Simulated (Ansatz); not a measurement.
# CoSi (Pm-3m) in Ansatz: a series of runs

Aim: see how the results for CoSi move with the level of theory and the settings. Levels: PBE, LDA, PBEsol. Tasks: band structure.

Program: Ansatz 0.2.0. These are calculated values, not measurements. Logs are shortened: lines on timing, memory, paths and dates and some standing lists are left out, and cuts for length are marked.

## (1) The crystal as given

The structure is cubic, space group Pm-3m (No. 221). Conventional cell: a = 2.781 Å, b = 2.781 Å, c = 2.781 Å, α = 90.00°, β = 90.00°, γ = 90.00°. Co (site symmetry m-3m) has 8 Si at 2.41 Å as nearest neighbours. Si (site symmetry m-3m) is surrounded by 8 Co at 2.41 Å.

Measurements of this composition are mostly on another form, of space group No. 198.

## (2) Band structure, PBE, collinear spin, ferromagnetic start

input.yaml reads:

```yaml
crystal:
  lattice:
    - [2.781334, 0.0, 0.0]
    - [0.0, 2.781334, 0.0]
    - [0.0, 0.0, 2.781334]
  atoms:
    - { symbol: Co, position: [0.0, 0.0, 0.0], spin: 2.0 }
    - { symbol: Si, position: [0.5, 0.5, 0.5] }
kpoints:
  mp_grid: { grid: [10, 10, 10] }
  band_path:
    path:
      - [0.0, 0.0, 0.0]
      - [0.0, 0.5, 0.0]
      - [0.5, 0.5, 0.0]
      - [0.0, 0.0, 0.0]
      - [0.5, 0.5, 0.5]
      - [0.0, 0.5, 0.0]
    npoints: 12
scf:
  occupations: { method: fermi_dirac, width: 0.05 }
hamiltonian:
  xc: pbe
  pseudopotentials: { kind: all_electron, lapw: { basis_error: 0.001 } }
magnetization:
  spin_polarized: true
output:
  forces: true
  stress: true
  eigenvalues: true
```

Potentials or basis: all-electron LAPW, scalar-relativistic.

The run is started by

```bash
ansatz run input.yaml --threads 2 --pin off --max-ram 6144MiB --backend cpu --events-out ev --progress --plain --runs-dir out
```

The log of the run:

```text
Warning: RAYON_NUM_THREADS=2 ignored (pool sized by the plan → 2); use --threads N
LAPW: plane waves up to 8.443 Å⁻¹, error target 1.0e-3 eV per atom; small_component_spin mean_spin; Si in spheres of 1.095 Å, 12 of its electrons in bands, Dirac shells []; Co in spheres of 1.313 Å, 17 of its electrons in bands, Dirac shells [] (how accurate: hamiltonian.pseudopotentials.lapw.basis_error, Limitations)
Engine: ansatz 0.2.0, x86_64-unknown-linux-gnu
Pseudopotentials: kind: all_electron
Pseudopotential: Co, LAPW, valence charge 17, lapw/all_electron/scalar/gaussian/Co, Koelling and Harmon's equation, gaussian nucleus
Pseudopotential: Si, LAPW, valence charge 12, lapw/all_electron/scalar/gaussian/Si, Koelling and Harmon's equation, gaussian nucleus
Functional definition: PBE
  parameter kappa = 0.804
  parameter beta = 0.06672455060314922
  exchange = pbe_x(kappa = kappa, mu = beta*pi^2/3)
  correlation = pbe_c(beta = beta)
Crystal: 2 atoms, lattice volume = 21.516 Å³
Basis set: ecut = 271.5882523657778 eV, 203 PW (Γ), exchange–correlation at level 2
Bands: 20, of which v1, the nominal top of the filled ones, is band 15 counted from 1 (14 counted from 0)
Symmetry: 48 space group operations
Space group: Pm-3m (ITA 221), of the structure as read, at distance tolerance 2.8e-5 Å
Magnetic group: BNS 221.92 (UNI 1594), of the structure as read, at distance tolerance 2.8e-5 Å
k-points: 56 of 1000
Non-local potential: Co, projectors of the file, none
Non-local potential: Si, projectors of the file, none
Initial density: superposition of atomic densities (chi_scale 0.1, normalization cell)
Starting moments: Σ|m| = 2 μB on 1 of 2 sites
Initial wavefunctions: plane waves of lowest kinetic energy (no species holds an atomic orbital)
Functional: x = pbe(κ = 0.804, μ = 0.2195149727645171), c = pbe(β = 0.06672455060314922)
iter 1 solved again at ethr=1.81e-3 eV; its pass at ethr=1.00e-1 eV (dr2=5.26e-1 eV) is discarded
SCF iter   1: F=—  HF=-45811.014810 eV  |F-HF|=—  |Δ(HF+E_count)|=         —  Δρ=5.86e-2 (↑3.73e-2 ↓5.86e-2)  dr2=5.25e-1  dr2_m=3.93e-1  M=0.593 μB ∫|m|=0.703 μB  β_m=0.30  ethr=1.81e-3  ⟨swp⟩=2.0  Hψ=15553  notcnv=0
Mixer restart at iter 1: flushing history
preconditioner: auto → none  [metal: Δε(μ)=0.003 eV  Ē_g=10.625 eV  σ=0.050 eV  W_gap=0.02  n_scr=6 (ndim 8)  ℏωp=28.9 eV  f_vac=0.000  D(μ)=1.73/eV (n_scr^D=18)  sad-step TF]
SCF iter   2: F=—  HF=-45810.855741 eV  |F-HF|=—  |Δ(HF+E_count)|=   1.59e-1  Δρ=3.97e-2 (↑2.72e-2 ↓3.97e-2)  dr2=2.12e-1  dr2_m=1.95e-1  M=0.600 μB ∫|m|=0.680 μB  β_m=0.62  ethr=1.81e-3  ⟨swp⟩=2.0  Hψ=6405  notcnv=0
SCF iter   3: F=—  HF=-45811.188046 eV  |F-HF|=—  |Δ(HF+E_count)|=   3.32e-1  Δρ=2.49e-2 (↑1.36e-2 ↓2.49e-2)  dr2=4.12e-1  dr2_m=1.23e-2  M=0.458 μB ∫|m|=0.498 μB  β_m=0.46  ethr=7.30e-4  ⟨swp⟩=2.6  Hψ=6570  notcnv=0
iter 4 solved again at ethr=2.06e-6 eV; its pass at ethr=7.30e-4 eV (dr2=5.97e-4 eV) is discarded
SCF iter   4: F=—  HF=-45810.653406 eV  |F-HF|=—  |Δ(HF+E_count)|=   5.35e-1  Δρ=2.31e-3 (↑1.76e-3 ↓2.31e-3)  dr2=6.02e-4  dr2_m=3.32e-4  M=0.554 μB ∫|m|=0.595 μB  β_m=0.61  ethr=2.06e-6  ⟨swp⟩=3.0  Hψ=11789  notcnv=0
SCF iter   5: F=—  HF=-45810.657642 eV  |F-HF|=—  |Δ(HF+E_count)|=         —  Δρ=7.42e-4 (↑6.93e-4 ↓7.42e-4)  dr2=1.67e-4  dr2_m=1.86e-5  M=0.554 μB ∫|m|=0.593 μB  β_m=0.81  ethr=2.06e-6  ⟨swp⟩=3.0  Hψ=6376  notcnv=0
the basis was enlarged: its passes take 1.6 MiB over the memory plan, 2 of 2 planned eigensolver slots
SCF iter   6: F=—  HF=-45810.658323 eV  |F-HF|=—  |Δ(HF+E_count)|=   6.81e-4  Δρ=1.36e-4 (↑1.17e-4 ↓1.36e-4)  dr2=3.50e-6  dr2_m=2.35e-6  M=0.554 μB ∫|m|=0.592 μB  β_m=0.85  ethr=5.74e-7  ⟨swp⟩=3.0  Hψ=6435  notcnv=0
SCF iter   7: F=—  HF=-45810.658332 eV  |F-HF|=—  |Δ(HF+E_count)|=   8.85e-6  Δρ=2.87e-5 (↑2.87e-5 ↓2.62e-5)  dr2=1.82e-7  dr2_m=1.16e-7  M=0.555 μB ∫|m|=0.592 μB  β_m=0.93  ethr=1.21e-8  ⟨swp⟩=3.0  Hψ=6262  notcnv=0
SCF iter   8: F=—  HF=-45810.658333 eV  |F-HF|=—  |Δ(HF+E_count)|=   1.06e-6  Δρ=3.91e-6 (↑3.91e-6 ↓1.50e-6)  dr2=6.63e-9  dr2_m=6.59e-10  M=0.555 μB ∫|m|=0.592 μB  β_m=0.87  ethr=6.27e-10  ⟨swp⟩=3.0  Hψ=6437  notcnv=0
SCF iter   9: F=-45810.658333 eV  HF=-45810.658333 eV  |F-HF|=9.16e-9  |Δ(HF+E_count)|=   1.20e-8  Δρ=1.79e-6 (↑1.47e-6 ↓1.79e-6)  dr2=2.73e-9  dr2_m=9.87e-11  M=0.555 μB ∫|m|=0.592 μB  ethr=2.28e-11  ⟨swp⟩=2.6  Hψ=6130  notcnv=0
SCF 1 converged in 9 iterations: F = -45810.658333 eV  dr2 = 2.73e-9
NSCF: frozen V_eff on 61 k-points
SCF converged after 9 iterations
Magnetization: 0.5551 μB (14.7776 up, 14.2224 down)
Absolute magnetization: 0.5923 μB (∫|ρ↑−ρ↓|)
Spin contamination: 0.0085 ħ² per cell (⟨S²⟩ above its minimum at these occupations)
Per-site moments (μB) at R_I (Å): [(0.5628669907058494, 1.3134200627804455), (0.006098707428146, 1.0952858017364273)]
Free energy (F): -45810.658333 eV
Harris-Foulkes:  -45810.658333 eV  (|F-HF|=9.16e-9)
Internal energy: -45810.643362 eV  (E = F + TS)
E sigma→0 (E₀):  -45810.650847 eV
Entropy (-TS):   -0.014971 eV (-7.485 meV/atom)
Fermi energy:    18.870658 eV
--- Per-component energies (eV) ---
  E_band       = -867.831452
  E_kinetic    = 46396.399117
  E_xc         = -2196.335371
  E_electrostatic = -90010.707109  (all electrons and nuclei)
  E_smearing   = -0.014971  (= −TS)
  E_closure    = 0.000000  (closes the sum)
  E_atoms      = -45796.146146  (free atoms, spherical and without spin; not in F)
  Σ components = -45810.658333   (vs F -45810.658333, Δ=0.00e0)
  Basis errors (estimates in eV, not in F): energy 2.8e-4 per atom: plane waves 2.5e-4 (1.3e-4 summed), levels above the bands 7.4e-83, relativity 6.6e-9, radial functions 3.1e-5, core shells 5.8e-10; eigenvalues (radial functions only) 2.2e-6; not estimated: angular momenta, meshes, grids; target (lapw.basis_error) 1.0e-3; muffin-tin radii Si 1.095 Å, Co 1.313 Å
--- Forces (eV/Å), atoms counted from 1 ---
  atom   1  Co    -0.00000000    -0.00000000     0.00000000
  atom   2  Si     0.00000000    -0.00000000     0.00000000
  max |Σ_I F_I| component: 1.64e-31 eV/Å
--- Stress (GPa, compression-positive) ---
        0.763563       0.000000       0.000000
        0.000000       0.763563       0.000000
        0.000000       0.000000       0.763563
  P = ⅓ Tr σ = 0.7636 GPa (7.636 kbar)
--- Band table (eV; the first three rows and the last of 112) ---
  k-point 0 ↑: bands = ["-116.3110", "-76.7451", "-72.3587", "-72.3587", "-72.3587", "-40.0353", "-40.0353", "-40.0353", "4.5334", "14.6478", "14.6478", "17.2530", "17.2530", "17.2530", "21.7716", "21.7716", "21.7716", "26.2220", "26.2220", "30.7830"]
  k-point 1 ↑: bands = ["-116.3110", "-76.7447", "-72.3591", "-72.3587", "-72.3587", "-40.0408", "-40.0348", "-40.0348", "4.7260", "14.5491", "14.7108", "17.0882", "17.0882", "17.2671", "20.6120", "22.1018", "22.1018", "26.1621", "27.2695", "31.4666"]
  k-point 2 ↑: bands = ["-116.3109", "-76.7437", "-72.3598", "-72.3587", "-72.3587", "-40.0552", "-40.0336", "-40.0336", "5.2969", "14.0445", "14.8818", "16.7208", "16.7208", "17.3041", "18.9896", "22.9710", "22.9710", "25.9921", "28.5485", "33.6511"]
  k-point 55 ↓: bands = ["-116.3067", "-76.0592", "-72.3569", "-72.3569", "-72.3569", "-39.4271", "-39.4271", "-39.4271", "12.9630", "12.9630", "12.9630", "17.1229", "18.7196", "18.7196", "20.0913", "20.0913", "20.0913", "22.4956", "22.4956", "22.4956"]
```

bands.tsv:

```text
# k_distance	band_0_up	band_1_up	band_2_up	band_3_up	band_4_up	band_5_up	band_6_up	band_7_up	band_8_up	band_9_up	band_10_up	band_11_up	band_12_up	band_13_up	band_14_up	band_15_up	band_16_up	band_17_up	band_18_up	band_19_up	band_0_dn	band_1_dn	band_2_dn	band_3_dn	band_4_dn	band_5_dn	band_6_dn	band_7_dn	band_8_dn	band_9_dn	band_10_dn	band_11_dn	band_12_dn	band_13_dn	band_14_dn	band_15_dn	band_16_dn	band_17_dn	band_18_dn	band_19_dn
[... 71 lines left out ...]
7.410239	-135.181366	-95.611628	-91.232570	-91.229149	-91.229149	-58.963632	-58.901176	-58.901176	-10.452636	-8.929715	-3.493735	-2.873694	-2.873694	-1.468088	-0.826312	6.570091	7.981228	7.981228	9.325865	9.325865	-135.177873	-94.938788	-91.227850	-91.224470	-91.224470	-58.310814	-58.246238	-58.246238	-10.443944	-8.867088	-2.753792	-2.587424	-2.587424	-1.105214	0.062287	6.562840	8.078359	8.078359	9.359530	9.359530
```

It took 4.7 s on 2 threads of AMD EPYC 9R45 (Zen 5), shared host; peak memory 0.48 GiB.

What came out:

```yaml
Free_energy: -45810.6583 eV
Pressure: 0.8 GPa
Band_gap_along_the_path: none (metal or under the smearing width)
Net_moment: 0.56 μB per cell
Absolute_moment: 0.59 μB per cell
Site_moments: Co +0.56; Si +0.01 μB
```

Levels at the corners of the path, in eV from the Fermi level:
Spin up:
```csv
point,band 12,band 13,band 14,band 15,band 16,band 17,band 18,band 19
Γ,-1.62,-1.62,-1.62,2.90,2.90,2.90,7.35,7.35
X,-2.87,-2.87,-1.47,-0.83,6.57,7.98,7.98,9.33
M,-4.29,-2.42,-2.42,-1.15,1.30,1.59,8.00,13.36
Γ,-1.62,-1.62,-1.62,2.90,2.90,2.90,7.35,7.35
R,-1.76,-1.10,-1.10,1.21,1.21,1.21,3.38,3.38
X,-2.87,-2.87,-1.47,-0.83,6.57,7.98,7.98,9.33
```
Spin down:
```tsv
point	band 10	band 11	band 12	band 13	band 14	band 15	band 16	band 17	band 18	band 19
Γ	-3.60	-3.60	-1.26	-1.26	-1.26	2.92	2.92	2.92	7.64	7.64
X	-8.87	-2.75	-2.59	-2.59	-1.11	0.06	6.56	8.08	8.08	9.36
M	-5.34	-5.34	-3.84	-2.10	-2.10	-0.20	1.61	2.10	8.01	13.37
Γ	-3.60	-3.60	-1.26	-1.26	-1.26	2.92	2.92	2.92	7.64	7.64
R	-5.91	-5.91	-1.75	-0.15	-0.15	1.22	1.22	1.22	3.62	3.62
X	-8.87	-2.75	-2.59	-2.59	-1.11	0.06	6.56	8.08	8.08	9.36
```

## (3) Band structure, LDA, collinear spin, ferromagnetic start

input.yaml: that of step 2 with these lines changed.

```diff
@@ -22,3 +22,3 @@
 hamiltonian:
-  xc: pbe
+  xc: lda
   pseudopotentials: { kind: all_electron, lapw: { basis_error: 0.001 } }
```

Potentials or basis: all-electron LAPW, scalar-relativistic.

The run is started by

```bash
ansatz run input.yaml --threads 2 --pin off --max-ram 6144MiB --backend cpu --events-out ev --progress --plain --runs-dir out
```

It took 4.9 s on 2 threads of AMD EPYC 9R45 (Zen 5), shared host; peak memory 0.48 GiB.

Results (log left out):

| Quantity | Value |
| --- | --- |
| Free energy | -45720.5479 eV |
| Pressure | -12.4 GPa |
| Band gap along the path | none (metal or under the smearing width) |
| Net moment | 0.41 μB per cell |
| Absolute moment | 0.43 μB per cell |
| Site moments | Co +0.42; Si +0.00 μB |

Levels at the corners of the path, in eV from the Fermi level:
Spin up:
| point | band 13 | band 14 | band 15 | band 16 | band 17 | band 18 |
| --- | --- | --- | --- | --- | --- | --- |
| Γ | -1.46 | -1.46 | 3.00 | 3.00 | 3.00 | 7.63 |
| X | -2.73 | -1.31 | -0.51 | 6.78 | 8.06 | 8.06 |
| M | -2.27 | -2.27 | -0.82 | 1.45 | 1.81 | 8.01 |
| Γ | -1.46 | -1.46 | 3.00 | 3.00 | 3.00 | 7.63 |
| R | -0.78 | -0.78 | 1.36 | 1.36 | 1.36 | 3.56 |
| X | -2.73 | -1.31 | -0.51 | 6.78 | 8.06 | 8.06 |
Spin down:
| point | band 10 | band 11 | band 12 | band 13 | band 14 | band 15 | band 16 | band 17 | band 18 | band 19 |
| --- | --- | --- | --- | --- | --- | --- | --- | --- | --- | --- |
| Γ | -3.60 | -3.60 | -1.15 | -1.15 | -1.15 | 3.02 | 3.02 | 3.02 | 7.81 | 7.81 |
| X | -8.70 | -2.78 | -2.48 | -2.48 | -0.99 | 0.01 | 6.79 | 8.14 | 8.14 | 9.48 |
| M | -5.14 | -5.14 | -3.80 | -1.99 | -1.99 | -0.26 | 1.71 | 2.12 | 8.01 | 13.47 |
| Γ | -3.60 | -3.60 | -1.15 | -1.15 | -1.15 | 3.02 | 3.02 | 3.02 | 7.81 | 7.81 |
| R | -5.76 | -5.76 | -1.70 | -0.22 | -0.22 | 1.40 | 1.40 | 1.40 | 3.78 | 3.78 |
| X | -8.70 | -2.78 | -2.48 | -2.48 | -0.99 | 0.01 | 6.79 | 8.14 | 8.14 | 9.48 |

## (4) Band structure, PBEsol, collinear spin, ferromagnetic start

input.yaml: that of step 3 with these lines changed.

```diff
@@ -22,3 +22,3 @@
 hamiltonian:
-  xc: lda
+  xc: pbesol
   pseudopotentials: { kind: all_electron, lapw: { basis_error: 0.001 } }
```

The run is started by

```bash
ansatz run input.yaml --threads 2 --pin off --max-ram 6144MiB --backend cpu --events-out ev --progress --plain --runs-dir out
```

Wall time 5.2 s (2 threads of AMD EPYC 9R45 (Zen 5), shared host); peak memory 0.48 GiB.

The run converged. Its results:

| Item | Value |
| --- | --- |
| Free energy | -45763.4339 eV |
| Pressure | -6.4 GPa |
| Band gap along the path | none (metal or under the smearing width) |
| Net moment | 0.53 μB per cell |
| Absolute moment | 0.56 μB per cell |
| Site moments | Co +0.54; Si +0.01 μB |

Levels at the corners of the path, in eV from the Fermi level:
Spin up:
| point | band 12 | band 13 | band 14 | band 15 | band 16 | band 17 | band 18 | band 19 |
| --- | --- | --- | --- | --- | --- | --- | --- | --- |
| Γ | -1.58 | -1.58 | -1.58 | 2.94 | 2.94 | 2.94 | 7.43 | 7.43 |
| X | -2.84 | -2.84 | -1.43 | -0.74 | 6.63 | 8.03 | 8.03 | 9.35 |
| M | -4.25 | -2.39 | -2.39 | -1.05 | 1.35 | 1.64 | 8.04 | 13.41 |
| Γ | -1.58 | -1.58 | -1.58 | 2.94 | 2.94 | 2.94 | 7.43 | 7.43 |
| R | -1.70 | -1.01 | -1.01 | 1.22 | 1.22 | 1.22 | 3.44 | 3.44 |
| X | -2.84 | -2.84 | -1.43 | -0.74 | 6.63 | 8.03 | 8.03 | 9.35 |
Spin down:
| point | band 11 | band 12 | band 13 | band 14 | band 15 | band 16 | band 17 | band 18 |
| --- | --- | --- | --- | --- | --- | --- | --- | --- |
| Γ | -3.61 | -1.21 | -1.21 | -1.21 | 2.96 | 2.96 | 2.96 | 7.69 |
| X | -2.77 | -2.54 | -2.54 | -1.05 | 0.05 | 6.62 | 8.13 | 8.13 |
| M | -5.29 | -3.85 | -2.05 | -2.05 | -0.21 | 1.67 | 2.10 | 8.05 |
| Γ | -3.61 | -1.21 | -1.21 | -1.21 | 2.96 | 2.96 | 2.96 | 7.69 |
| R | -5.86 | -1.69 | -0.17 | -0.17 | 1.25 | 1.25 | 1.25 | 3.70 |
| X | -2.77 | -2.54 | -2.54 | -1.05 | 0.05 | 6.62 | 8.13 | 8.13 |

## (5) Summary

| level | pressure (GPa) | moment (μB) |
| --- | --- | --- |
| PBE | 0.8 | 0.56 |
| LDA | -12.4 | 0.41 |
| PBEsol | -6.4 | 0.53 |

Alike in all rows: task band structure; potentials or basis all-electron LAPW, scalar-relativistic; spin collinear, ferromagnetic start; cell as given; k mesh 10 × 10 × 10; cutoff (eV) 272; smearing fermi-dirac 0.05 eV; basis error allowed 0.001 eV/atom.

The pressure there spans -12.4 GPa (LDA) to 0.8 GPa (PBE); a positive pressure means that this level wants a larger cell, a negative one a smaller.

Compare energies only between runs with the same functional and basis.
